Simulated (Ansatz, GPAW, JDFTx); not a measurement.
Zr: programs and potentials compared

```xyz
2
Lattice="3.2320 0.0000 0.0000 -1.6160 2.7990 0.0000 0.0000 0.0000 5.1470" Properties=species:S:1:pos:R:3 pbc="T T T"
Zr    1.6160    0.9330    3.8603
Zr    0.0000    1.8660    1.2868
```

Alike in all runs: task single point; functional PBE; k mesh 9 × 9 × 5; occupations gaussian, width 0.011 eV; no spin polarisation; no spin-orbit coupling. Pressure is positive in compression and, in plane waves, holds the error of the finite cutoff.

| program and potentials | plane-wave cutoff (eV) | notes | pressure (GPa) |
| --- | --- | --- | --- |
| GPAW, GPAW PAW data sets (gpaw-data 1.2.1) | 600 | - | 0.25 |
| Ansatz, all-electron LAPW, scalar-relativistic | - | - | 0.60 |
| JDFTx, PseudoDojo-SR-PBE-0.5-standard with smoothed tails | 898 | - | 0.64 |

The pressure spans 0.25 (GPAW, GPAW PAW data sets (gpaw-data 1.2.1)) to 0.64 GPa (JDFTx, PseudoDojo-SR-PBE-0.5-standard with smoothed tails), with all-electron results at 0.60.

The functional is the same throughout but for its coding, so the spread measures potentials, basis and numerics; runs on potential files found faulty are left out.
